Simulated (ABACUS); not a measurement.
## GaN in ABACUS: the effect of functional

Crystal: GaN.

```
Ga N
1.0
     0.00000    2.20750    2.20750
     2.20750    0.00000    2.20750
     2.20750    2.20750    0.00000
Ga N
1 1
Direct
  0.00000 0.00000 0.00000
  0.25000 0.25000 0.25000
```

The cell is a database's computed one.

The cell isn't the ideal one: volume scaled by 0.94.

Alike in all runs:

```yaml
Program: ABACUS 3.10.1
Task: equation of state
Potentials_or_basis: SG15 ONCV 1.2 PBE
Cutoff: 1143 eV
Density_cutoff: 4572 eV
Basis: plane waves
k_mesh: 7 × 7 × 7
Occupations: fermi-dirac, width 0.05 eV
Spin: no spin polarisation
```

```tsv
functional	gap on the mesh (eV)	pressure (GPa)
LDA	1.94	8.2
PBE	2.19	19.1
PBEsol	2.05	13.5
WC	2.06	13.8
RPBE	2.30	23.6
SCAN	2.21	10.4
TPSS	?	?
```

Problem. What does the run with functional TPSS give?

Solution. gap on the mesh 2.14 eV; pressure 18.1 GPa.

Caveats: the potentials were made for another functional, which shifts forces and pressure (some runs).

